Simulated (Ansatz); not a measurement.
The elements of this relaxed trial crystal are hidden behind letters.

```
lattice vectors (Å)
   4.2751    0.0000    0.0000
  -2.1376    3.7024    0.0000
   0.0000    0.0000    4.1626
fractional positions
X 0.6667 0.3333 0.5000
Z 0.0000 0.0000 0.0000
```

These are results of DFT PBE, scalar-relativistic, plane waves, PAW (Ansatz), not measurements. Cutoff 420 eV, Γ-centred 18×18×14 mesh (2-atom cell), Gaussian smearing of 0.10 eV, no spin polarisation.

```
Space group                                 : P-6m2 (No. 187)
Conventional cell                           : a = 4.275 Å, c = 4.163 Å
Volume per atom                             : 32.94 Å³
Density                                     : 6.21 g/cm³
Formation energy                            : −0.16 eV/atom
Gap on the 18×18×14 mesh of the 2-atom cell : 0 eV (a metal)
```

Energies are uncorrected and count from the elements' standard states at the same level.

**Question.** X is a p-block element of period 5 and Z is a p-block element of period 5. Which elements are they?

**Answer.** X = Sn, Z = Te, so the formula is SnTe, here in the tungsten carbide type. Density times volume gives a mean mass of 6.21 × 32.94/1.6605 = 123.2 u per atom, and this set has 123.2 u. Sn has 6 Te at 3.23 Å; Te is surrounded by 6 Sn at 3.23 Å. Swapping Sn and Te gives the same structure, so either order is right.

Spin–orbit coupling, which can matter for Te, is left out. Symmetry constrained the relaxation, so the result can be a saddle point. Another cell of SnTe relaxed alike, in P6_3/mmc, lies 12 meV/atom lower, so this cell isn't the stable form at this level.
